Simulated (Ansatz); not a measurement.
SnTe built on the wurtzite prototype, relaxed with r2SCAN in the PAW code Ansatz. Space group P6_3mc (No. 186), hexagonal; a = 5.397 Å, c = 6.488 Å in the conventional setting, 40.91 Å³ an atom. Sn has 5 Te at 3.03–3.46 Å; Te has 5 Sn at 3.03–3.46 Å.

The axes x, y and z are those of this cell:
```xyz
4
Lattice="5.3968 0.0000 0.0000 -2.6984 4.6737 0.0000 0.0000 0.0000 6.4878" Properties=species:S:1:pos:R:3 pbc="T T T"
Sn    0.0000    3.1158   -0.2983
Sn    2.6984    1.5579    2.9456
Te    0.0000    3.1158    2.7312
Te    2.6984    1.5579    5.9751
```

Unstrained: The PBE gap is indirect, 0.599 eV (H to Γ–K (0.28 of the way from Γ)), below the direct gap of 0.733 eV at H. With r2SCAN the valence top lies at H and the conduction bottom at Γ–K (0.28 of the way from Γ), 0.617 eV higher; the smallest vertical gap, at H, is 0.848 eV. Meshes: PBE 6×6×4, r2SCAN 6×6×4. Strains are changes of length per length. After each strain the atoms were relaxed again with r2SCAN within the symmetry that the strain leaves, so tilts or polar shifts that break it weren't tested; points keep the names that they have in the unstrained zone. Spin-unpolarised throughout. Whether this structure exists isn't addressed.

(1) Apply isotropic +1.0 % on every length. How far does the gap move, against the unstrained cell?

(2) Estimate what uniaxial -1.0 % along z, other directions held does to the gap.

(3) Apply epitaxial -1.5 % in the xy plane, free normal strain -0.01 %. How far does the gap move, against the unstrained cell?

(4) Order the strained cells by their r2SCAN gap, smallest first.
A. epitaxial -1.5 % in the xy plane
B. uniaxial -1.0 % along z, other directions held
C. isotropic +1.0 % on every length

## Answers

(1) PBE: the gap goes from 0.599 to 0.724 eV (+0.125 eV); the edges go from H → Γ–K (0.28) to H → Γ–K (0.27). r2SCAN: the gap goes from 0.617 to 0.751 eV (+0.134 eV); the edges go from H → Γ–K (0.28) to H → Γ–K (0.27). The r2SCAN energy rises by 2.7 meV an atom.

(2) PBE: the gap goes from 0.599 to 0.523 eV (-0.076 eV). r2SCAN: the gap goes from 0.617 to 0.540 eV (-0.077 eV). The r2SCAN energy rises by 0.7 meV an atom.

(3) PBE: the gap goes from 0.599 to 0.508 eV (-0.091 eV). r2SCAN: the gap goes from 0.617 to 0.514 eV (-0.103 eV). The r2SCAN energy rises by 5.4 meV an atom.

(4) A (0.51 eV), B (0.54 eV), C (0.75 eV).

No spin-orbit coupling is included; it can move band edges with weight on the heavy atoms by tenths of an eV.

Where an edge lies off the special points, it is a point of the mesh or the k point where a search put PBE's edge or least direct gap, reused for the other functionals, whose own edges may lie a little apart.
